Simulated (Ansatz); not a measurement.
Crystal: Be.

```
Be
1.0
     2.23274    0.00000    0.00000
     0.00000    2.23274    0.00000
     0.00000    0.00000    2.06565
Be
1
Direct
  0.50000 0.50000 0.00000
```

The cell was built by a generator and needn't be a form met in nature.

Base run:

- Program: Ansatz 0.2.0
- Functional: PBE
- Potentials or basis: Ansatz PAW
- Cutoff: 420 eV (not typed: the program's choice for these potentials)
- k mesh: 12 × 12 × 13
- Occupations: fermi-dirac, width 0.05 eV
- Spin: no spin polarisation

Its results: band gap on the k mesh none (metal or under the smearing width); pressure 0.1 GPa.

Q: After a change of settings the same cell gave: band gap on the k mesh none (metal or under the smearing width); pressure -0.6 GPa. Which change was it?
A. functional from PBE to BLYP
B. functional from PBE to RPBE
C. functional from PBE to PBEsol
D. functional from PBE to LDA

A: C.

PBEsol binds more tightly than PBE, so the same cell stands under less pressure.

Caveats: the PAW data sets come from PBE, with cores solved anew for the run's functional, which leaves a small shift of forces and pressure (some runs).
